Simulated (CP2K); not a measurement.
# Ag under changes of volume

One of the cells (17.048 Å³/atom); the others are scaled copies at fixed shape and fractional positions:

```xyz
1
Lattice="2.8889 0.0000 0.0000 1.4444 2.5018 0.0000 1.4444 0.8339 2.3588" Properties=species:S:1:pos:R:3 pbc="T T T"
Ag    0.0000    0.0000    0.0000
```

```yaml
Program: CP2K 2026.2
Functional: PBEsol
Potentials_or_basis: POTENTIAL_UZH Ag GTH-PBE-q11; TZVP-MOLOPT-PBE-GTH basis
Density_cutoff: 6123 eV
k_mesh: 11 × 11 × 11
Occupations: fermi-dirac, width 0.05 eV
Spin: no spin polarisation
```

```tsv
volume (Å³/atom)	energy over the lowest point (meV/atom)	pressure (GPa)
16.025	11.05	5.6
16.366	2.51	2.6
16.707	0.00	0.0
17.048	?	?
17.389	10.06	-4.3
17.730	21.31	-6.0
18.071	35.92	-7.5
```

What does the run at 17.048 Å³/atom give?

Energy over the lowest point 2.74 meV/atom; pressure -2.3 GPa.

Worked out: A Birch-Murnaghan fit of order 3 (a polynomial in V^(-2/3)) to the other rows has its minimum at 16.69 Å³/atom with B0 = V·E''(V) = 121 GPa and B' = 6.0. It gives 2.76 meV/atom at 17.048 Å³/atom, against the run's 2.74, and -dE/dV = -2.4 GPa, against -2.3.

Energies are extrapolated to zero smearing.

Caveats: the potentials were made for another functional, which shifts forces and pressure; the basis of atomic orbitals isn't converged, which shifts pressures, moduli and gaps.
